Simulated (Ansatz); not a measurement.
# MnO (F-43m) in Ansatz: notebook

Runs on MnO. Level: PBE0. Tasks: single point, relaxation of cell and atoms.

Everything below comes from runs of Ansatz 0.2.0. Logs are shortened: lines on timing, memory, paths and dates and some standing lists are left out, and cuts for length are marked.

## Step 1: The structure

The structure is cubic, space group F-43m (No. 216). Conventional cell: a = 4.873 Å, b = 4.873 Å, c = 4.873 Å, α = 90.00°, β = 90.00°, γ = 90.00°. Mn (site symmetry -43m) is surrounded by 4 O at 2.11 Å. Around O (site symmetry -43m) lie 4 Mn at 2.11 Å.

Measurements of this composition are mostly on another form, of space group No. 225.

## Step 2: Single point, PBE0, collinear spin, ferromagnetic start

Input file input:

```
crystal:
  lattice:
    - [0.0, 2.43651343, 2.43651343]
    - [2.43651343, 0.0, 2.43651343]
    - [2.43651343, 2.43651343, 0.0]
  atoms:
    - { symbol: Mn, position: [0.0, 0.0, 0.0], spin: 4.0 }
    - { symbol: O, position: [0.25, 0.25, 0.25] }
hamiltonian:
  xc: pbe0
  pseudopotentials: { kind: paw }
magnetization:
  spin_polarized: true
kpoints:
  mp_grid: { grid: [5, 5, 5] }
scf:
  occupations: { method: fermi_dirac, width: 0.05 }
output:
  forces: true
  stress: true
  eigenvalues: true
```

Potentials or basis: Ansatz PAW.

The program printed:

```text
Warning: output.stress: scf.convergence.dr2_threshold = 1e-7 eV (the SCF's general default) is looser than the 2e-10 eV advised for a printed stress (1e-10 eV for each atom of the cell: 2). What an SCF threshold leaves in a stress goes as its square root, and in the free energy as the threshold itself, and one threshold admits the most on a small cell: of the crystals measured, under no hybrid functional and no lock of the moments, on runs that ended without the residual-converged pass, on stresses that held no estimate of that error, the worst erred by over 100 MPa in a component at 1e-7 eV an atom and by under 5 at 1e-10. Set scf.convergence.dr2_threshold to 2e-10 eV or tighter. The threshold is an SCF's pass mark: one that does not reach it within its budget of iterations ends unconverged, or closes short of it on a stop that the run arms, and scf.convergence.dr2_threshold's page says what that costs each kind of run
Warning: output.stress: scf.exx.energy_threshold = 1e-6 eV is looser than the 2e-8 eV advised for a stress under a hybrid functional (1e-8 eV for each atom of the cell: 2). Every SCF of the exchange loop can meet its threshold on dr2 while the loop round them stops early: no threshold on dr2 bounds what that leaves in the stress. Set scf.exx.energy_threshold to 2e-8 eV or tighter. The threshold is the loop's pass mark: a loop that does not reach it within its budget of cycles ends unconverged, and scf.exx.energy_threshold's page has the law
GPUs: using 1 of 1 available (devices: 1).
Engine: ansatz 0.2.0, x86_64-unknown-linux-gnu
Pseudopotentials: kind: paw
Pseudopotential: Mn, paw, valence charge 15, recommended cutoff 420 eV (normal), Mn.paw.azcp
Pseudopotential: O, paw, valence charge 6, recommended cutoff 420 eV (normal), O.paw.azcp
Functional definition: PBE0
  parameter a = 0.25
  parameter kappa = 0.804
  parameter beta = 0.06672455060314922
  exchange = (1 - a)*pbe_x(kappa = kappa, mu = beta*pi^2/3) + a*exact_x
  correlation = pbe_c(beta = beta)
device memory: the entry about to start is reckoned to put 0.7 GiB on a device that reports 55.5 GiB free (of which the cap on the GPU budget leaves the run 18.0 GiB)
GPU FFT provider: cuFFT
GPU libraries: cuBLAS 13.8.2, cuFFT 12.4.0, cuSOLVER 12.3.4
Crystal: 2 atoms, lattice volume = 28.929 Å³
Basis set: ecut = 420 eV, 537 PW (Γ), exchange–correlation on 48×48×48 points (8 copies of the dense FFT grid, shifted against one another)
Bands: 17, of which v1, the nominal top of the filled ones, is band 11 counted from 1 (10 counted from 0)
Symmetry: 24 space group operations
Space group: F-43m (ITA 216), of the structure as read, at distance tolerance 3.1e-5 Å
Magnetic group: BNS 216.74 (UNI 1576), of the structure as read, at distance tolerance 3.1e-5 Å
k-points: 10 of 125 (time reversal used)
Non-local potential: Mn, projectors of the file, l = 0: 3, l = 1: 2, l = 2: 3, l = 3: 1
Non-local potential: O, projectors of the file, l = 0: 2, l = 1: 2, l = 2: 1
PAW form: soft (Blöchl's): semilocal exchange-correlation on the pseudo side does not see the compensation charge
PAW frozen core: Mn, regenerated for the run's functional, and the local potential with it (the file was generated under x = pbe(κ = 0.804, μ = 0.2195149727645171), c = pbe(β = 0.06672455060314922))
PAW frozen core: O, regenerated for the run's functional, and the local potential with it (the file was generated under x = pbe(κ = 0.804, μ = 0.2195149727645171), c = pbe(β = 0.06672455060314922))
PAW one-centre angular grid: Mn, 590 points (default); XC on 64 Gauss nodes
PAW one-centre angular grid: O, 110 points (default); XC on 64 Gauss nodes
Initial density: superposition of atomic densities (chi_scale 0.1, normalization cell, long waves kept (reshape's long-wave potential 0.00 eV rms))
Starting moments: Σ|m| = 4 μB on 1 of 2 sites
Initial wavefunctions: pseudopotential atomic-orbital guess
GPU buffer pool allocated for 13824 grid points (all kernels)
GPU transforms: local potential and band sums: pruned to the plane-wave sphere, on 24×24×24
Functional: x = pbe(κ = 0.804, μ = 0.2195149727645171), c = pbe(β = 0.06672455060314922), warm-up for x = 0.75 pbe(κ = 0.804, μ = 0.2195149727645171) + 0.25 exact, c = pbe(β = 0.06672455060314922)
SCF iter   1: F=—  HF=-4468.190025 eV  |F-HF|=—  |Δ(HF+E_count)|=         —  Δρ=1.75e-1 (↑1.22e-1 ↓1.75e-1)  dr2=2.44e1  dr2_m=2.66e-1  M=3.419 μB ∫|m|=3.419 μB  β_m=0.30  ethr=1.00e-1  ⟨swp⟩=6.5  Hψ=1045  notcnv=0
preconditioner: auto → Kerker (q_TF=auto, 2.586 Å⁻¹)  [metal: Δε(μ)=0.009 eV  Ē_g=11.551 eV  σ=0.050 eV  W_gap=0.04  n_scr=14 (ndim 8)  ℏωp=24.9 eV  f_vac=0.000  D(μ)=5.31/eV (n_scr^D=88)]
spin=Collinear: Kerker preconditioning applied to the charge; magnetization (m = ρ↑ − ρ↓) channel mixes plain (no charge-response kernel on spin).
iter 2 solved again at ethr=5.86e-3 eV; its pass at ethr=1.00e-1 eV (dr2=1.23e0 eV) is discarded
[... 63 lines left out ...]
SCF iter   5: F=—  HF=-4466.606985 eV  |F-HF|=—  |Δ(HF+E_count)|=   4.25e-7  Δρ=1.38e-5 (↑1.36e-5 ↓1.38e-5)  dr2=1.88e-7  dr2_m=4.68e-8  M=5.000 μB ∫|m|=5.000 μB  β_m=0.86  ethr=8.01e-10  ⟨swp⟩=4.5  Hψ=769  notcnv=0
SCF iter   6: F=—  HF=-4466.606985 eV  |F-HF|=—  |Δ(HF+E_count)|=   2.32e-8  Δρ=1.65e-6 (↑1.65e-6 ↓9.75e-7)  dr2=1.92e-7  dr2_m=2.86e-10  M=5.000 μB ∫|m|=5.000 μB  β_m=0.86  ethr=2.80e-11  ⟨swp⟩=4.0  Hψ=1103  notcnv=0
SCF iter   7: F=—  HF=-4466.606986 eV  |F-HF|=—  |Δ(HF+E_count)|=   1.14e-6  Δρ=2.13e-5 (↑2.13e-5 ↓1.31e-5)  dr2=3.24e-8  dr2_m=7.62e-8  M=5.000 μB ∫|m|=5.000 μB  β_m=0.86  ethr=2.08e-12  ⟨swp⟩=5.0  Hψ=1233  notcnv=0
SCF iter   8: F=—  HF=-4466.606986 eV  |F-HF|=—  |Δ(HF+E_count)|=   1.92e-8  Δρ=6.69e-7 (↑5.65e-7 ↓6.69e-7)  dr2=1.76e-8  dr2_m=5.40e-11  M=5.000 μB ∫|m|=5.000 μB  β_m=0.92  ethr=2.08e-12  ⟨swp⟩=4.5  Hψ=945  notcnv=0
Mixer restart at iter 8: flushing history
SCF iter   9: F=—  HF=-4466.606986 eV  |F-HF|=—  |Δ(HF+E_count)|=   8.34e-8  Δρ=6.32e-6 (↑6.32e-6 ↓6.17e-6)  dr2=1.85e-9  dr2_m=1.03e-8  M=5.000 μB ∫|m|=5.000 μB  β_m=0.92  ethr=1.00e-12  ⟨swp⟩=5.1  Hψ=942  notcnv=0
SCF iter  10: F=-4466.606986 eV  HF=-4466.606986 eV  |F-HF|=7.60e-10  |Δ(HF+E_count)|=   1.19e-8  Δρ=3.50e-6 (↑3.50e-6 ↓3.32e-6)  dr2=3.67e-10  dr2_m=3.06e-9  M=5.000 μB ∫|m|=5.000 μB  ethr=1.00e-12  ⟨swp⟩=4.5  Hψ=912  notcnv=0
SCF 4 converged in 10 iterations: F = -4466.606986 eV  dr2 = 3.67e-10
  Residual-converged pass: ⟨swp⟩=1.4  Hψ=351  notcnv=0  max |occ|·‖R‖ = 1.9e-6 eV (tolerance 2.4e-6 eV)  dr2=3.67e-10  dr2_m=3.06e-9  dr2_onsite=7.65e-10  max |Δocc| = 5.9e-18
hybrid outer 3: dexx = +9.641e-6 eV, tail = 3.52e-8 eV, magnetization grown 1.0074 times (not accepted), Δε = 1.78e-2 eV (about 3.80e-4 eV left of the loop's levels)
GPU FFT provider: cuFFT
GPU libraries: cuBLAS 13.8.2, cuFFT 12.4.0, cuSOLVER 12.3.4
GPU buffer pool allocated for 13824 grid points (all kernels)
GPU transforms: local potential and band sums: pruned to the plane-wave sphere, on 24×24×24
Exchange kernel: α = 0.2500, full range, Wigner–Seitz truncation, v(0) = 8167.2609 eV·Å³, q-mesh 5×5×5, nearest image of the exchange supercell L = 17.23 Å, pair-density grid 15×15×15, without the augmentation charges, whose exchange is taken in its separable form by FFT convolution over the k-point mesh (sized by the pseudopotential files, 20×20×20 at the most), smooth part of the exact exchange by density-matrix convolution in up to 1.03 GiB of GPU memory as planned if the GPU has room (build and FFT work areas not counted)
Frozen-core exchange: fock
SCF iter   1: F=—  HF=-4466.606987 eV  |F-HF|=—  |Δ(HF+E_count)|=         —  Δρ=5.35e-6 (↑5.35e-6 ↓4.04e-6)  dr2=7.53e-10  dr2_m=5.71e-9  M=5.000 μB ∫|m|=5.000 μB  β_m=0.30  ethr=8.39e-10  ⟨swp⟩=2.8  Hψ=766  notcnv=0
preconditioner: auto → none  [insulator: Δε(μ)=1.106 eV  Ē_g=15.755 eV  σ=0.050 eV  W_gap=1.00  n_scr=14 (ndim 8)  ℏωp=24.9 eV  f_vac=0.073  D(μ)=0.00/eV (n_scr^D=0)]
SCF iter   2: F=-4466.606987 eV  HF=-4466.606987 eV  |F-HF|=1.02e-9  |Δ(HF+E_count)|=   1.38e-9  Δρ=3.83e-6 (↑3.82e-6 ↓3.83e-6)  dr2=1.06e-10  dr2_m=3.82e-9  M=5.000 μB ∫|m|=5.000 μB  ethr=3.31e-12  ⟨swp⟩=4.0  Hψ=827  notcnv=0
SCF 5 converged in 2 iterations: F = -4466.606987 eV  dr2 = 1.06e-10
  Residual-converged pass: ⟨swp⟩=1.9  Hψ=402  notcnv=0  max |occ|·‖R‖ = 2.4e-6 eV (tolerance 2.4e-6 eV)  dr2=1.06e-10  dr2_m=3.82e-9  dr2_onsite=9.29e-10  max |Δocc| = 3.8e-17
hybrid outer 4: dexx = +7.619e-10 eV, tail = 9.74e-9 eV, Δε = 8.57e-5 eV (about 6.77e-5 eV left of the loop's levels), ΔF = 2.31e-17 eV/Å (tail 7.36e-4)
this state was not tested for a lower state beside it, because the functional holds exact exchange (a hybrid, or Hartree-Fock), whose exchange loop this test does not read (fock_operator); the stability check (scf.self_checks: high) cannot read this state: a pseudopotential is PAW: the check reads norm-conserving sets alone
hybrid SCF converged: 4 outer / 22 inner (+12 warm-up), last move |dexx| = 7.62e-10 eV, tail = 9.74e-9 eV
Magnetization: 5.0000 μB (13.0000 up, 8.0000 down)
Absolute magnetization: 5.0000 μB (∫|ρ↑−ρ↓|, with the PAW one-centre terms)
Spin contamination: 0.0049 ħ² per cell (⟨S²⟩ above its minimum at these occupations)
Per-site moments (μB) at R_I (Å): [(4.166034489562882, 0.8704090424048077), (0.1608794827784902, 0.8704090424048077)]
Free energy (F): -4466.606987 eV
Frozen-core exchange: fock
Harris-Foulkes:  -4466.606987 eV  (|F-HF|=1.02e-9)
Internal energy: -4466.606986 eV  (E = F + TS)
E sigma→0 (E₀):  -4466.606986 eV
Entropy (-TS):   -0.000000 eV (-0.000 meV/atom)
Fermi energy:    8.049471 eV
--- Per-component energies (eV) ---
  E_band       = -391.465912
  E_kinetic    = 472.738029
  E_local      = -2701.019927  (includes V_loc(G=0)·N_el)
  E_nonlocal   = 303.322133
  E_hartree    = 1091.379959
  E_xc         = -141.380997
  E_vxc        = -180.444504  (∫ρ·V_xc dr)
  E_exx        = -95.158624  (= α·E_x^exact, valence–valence)
  E_paw        = -1414.962992  (= ΣΔE_a)
  E_vpaw       = -278.506229  (= ΣTr[D̂ρ^β])
  E_aug_tail   = 0.002386  (compensation charges beyond the density's cutoff)
  E_ewald      = -1981.303284
  E_core_change = -0.223669  (= ΣΔE_core)
  E_smearing   = -0.000000  (= −TS)
  E_closure    = 0.000000  (closes the sum)
  Σ components = -4466.606987   (vs F -4466.606987, Δ=9.09e-13)
--- Forces (eV/Å), atoms counted from 1 ---
  atom   1  Mn     0.00000000    -0.00000000    -0.00000000
  atom   2  O      0.00000000    -0.00000000     0.00000000
  max |Σ_I F_I| component: 1.76e-16 eV/Å
--- Stress (GPa, compression-positive) ---
       -5.997381      -0.000000      -0.000000
       -0.000000      -5.997381       0.000000
       -0.000000       0.000000      -5.997381
  P = ⅓ Tr σ = -5.9974 GPa (-59.974 kbar)
--- Band table (eV; the first three rows and the last of 20) ---
  k-point 0 ↑: bands = ["-78.6936", "-46.0990", "-46.0990", "-46.0990", "-12.8683", "1.5155", "1.5155", "1.5155", "4.0789", "4.0789", "7.4682", "7.4682", "7.4682", "8.5741", "22.1827", "22.1827", "22.1827"]
  k-point 1 ↑: bands = ["-78.6930", "-46.1071", "-46.1005", "-46.1005", "-12.7241", "1.2377", "1.6498", "1.6498", "4.0569", "4.0569", "6.2380", "7.2158", "7.2158", "10.3855", "19.4201", "22.2812", "22.2812"]
  k-point 2 ↑: bands = ["-78.6920", "-46.1201", "-46.1026", "-46.1026", "-12.4891", "1.1899", "1.8244", "1.8244", "4.1867", "4.1867", "4.6837", "6.6987", "6.6987", "13.1444", "16.2757", "21.7502", "21.7502"]
  k-point 9 ↓: bands = ["-72.4342", "-39.3821", "-39.3710", "-39.3636", "-11.9019", "2.5603", "3.2269", "3.7279", "11.6026", "12.8835", "13.8633", "14.3756", "14.8033", "17.3147", "19.5451", "20.2268", "21.9955"]
```

It took 61 s on 1 × NVIDIA H100 80GB HBM3 with 2 threads of AMD EPYC 7R13 (Zen 3), shared host; peak memory 1.5 GiB.

What came out:

```
Free energy            : -4466.6070 eV
Pressure               : -6.0 GPa
Band gap on the k mesh : 1.11 eV, direct
Net moment             : 5.00 μB per cell
Absolute moment        : 5.00 μB per cell
Site moments           : Mn +4.17; O +0.16 μB
```

Levels at points of the mesh, in eV from the valence-band top:
Spin up:
| k point | band 9 | band 10 | band 11 | band 12 | band 13 | band 14 | band 15 | band 16 | band 17 |
| --- | --- | --- | --- | --- | --- | --- | --- | --- | --- |
| (0.00, 0.00, 0.00) | -3.39 | -3.39 | 0.00 | 0.00 | 0.00 | 1.11 | 14.71 | 14.71 | 14.71 |
Spin down:
| k point | band 6 | band 7 | band 8 | band 9 | band 10 | band 11 |
| --- | --- | --- | --- | --- | --- | --- |
| (0.00, 0.00, 0.00) | -3.78 | -3.78 | -3.78 | 2.40 | 6.00 | 6.00 |

Caveat: the k mesh is coarse (spacing up to 0.45 Å⁻¹), so the values aren't converged, least of all with exact exchange; the magnetic or orbital state may not be the lowest; odd divisions of the mesh miss points on the zone boundary, where band edges often lie, so the gap on the mesh can be too wide; the pressure holds a Pulay correction of +0.4 GPa for the finite cutoff; a cell with one magnetic atom can't hold antiferromagnetic order, which such compounds often take; the PAW data sets come from PBE, with cores solved anew for the run's functional, which leaves a small shift of forces and pressure; the thresholds are loose for stress.

## Step 3: Relaxation of cell and atoms, PBE0, collinear spin, ferromagnetic start

input: that of step 2 with these lines changed.

```diff
@@ -21 +21,5 @@
   eigenvalues: true
+relax:
+  f_tol: 0.01
+  max_steps: 40
+  cell: { stress_tol: 0.05 }
```

Potentials or basis: Ansatz PAW.

Run time: 4 min. Hardware: 1 × NVIDIA H100 80GB HBM3 with 2 threads of AMD EPYC 7R13 (Zen 3), shared host; peak memory 1.6 GiB.

Results (log left out):

```
Free energy                            : -4466.6370 eV
Relaxed volume                         : 13.70 Å³/atom
Relaxed cell                           : a = 3.384 Å, b = 3.384 Å, c = 3.384 Å, α = 60.00°, β = 60.00°, γ = 60.00°
Space group after relaxing (to 0.05 Å) : F-43m (No. 216)
Energy gained by relaxing              : 15.0 meV/atom
Ionic steps                            : 7
Pressure after relaxing                : 0.0 GPa
Band gap on the k mesh                 : 1.00 eV, direct
Net moment                             : 5.00 μB per cell
Absolute moment                        : 5.00 μB per cell
Site moments                           : Mn +4.11; O +0.18 μB
```

Step by step:
| step | energy change (eV) | largest force (eV/Å) | volume (Å³) |
| --- | --- | --- | --- |
| 1 | 0.0000 | 0.0000 | 28.93 |
| 2 | -0.0299 | 0.0000 | 27.85 |
| 3 | -0.0338 | 0.0000 | 27.39 |
| 4 | -0.0338 | 0.0000 | 27.43 |
| 5 | -0.0299 | 0.0000 | 27.43 |
| 6 | -0.0300 | 0.0000 | 27.40 |
| 7 | -0.0300 | 0.0000 | 27.40 |

Final structure:
```
Mn O
1.0
     0.00000    2.39266    2.39266
     2.39266    0.00000    2.39266
     2.39266    2.39266    0.00000
Mn O
1 1
Direct
  0.00000 0.00000 0.00000
  0.25000 0.25000 0.25000
```

Levels at points of the mesh, in eV from the valence-band top:
Spin up:
| k point | band 9 | band 10 | band 11 | band 12 | band 13 | band 14 | band 15 | band 16 | band 17 |
| --- | --- | --- | --- | --- | --- | --- | --- | --- | --- |
| (0.00, 0.00, 0.00) | -3.51 | -3.51 | 0.00 | 0.00 | 0.00 | 1.00 | 14.97 | 14.97 | 14.97 |
Spin down:
```
           k point  band 6  band 7  band 8  band 9  band 10  band 11
(0.00, 0.00, 0.00)   -4.22   -4.22   -4.22    2.34     5.86     5.86
```

Caveat: the k mesh is coarse (spacing up to 0.45 Å⁻¹), so the values aren't converged, least of all with exact exchange; the magnetic or orbital state may not be the lowest; odd divisions of the mesh miss points on the zone boundary, where band edges often lie, so the gap on the mesh can be too wide; the plane-wave basis is chosen anew once the cell has moved, so the energies of steps on either side of that aren't comparable; the pressure holds a Pulay correction of +0.5 GPa for the finite cutoff; a cell with one magnetic atom can't hold antiferromagnetic order, which such compounds often take; the PAW data sets come from PBE, with cores solved anew for the run's functional, which leaves a small shift of forces and pressure.
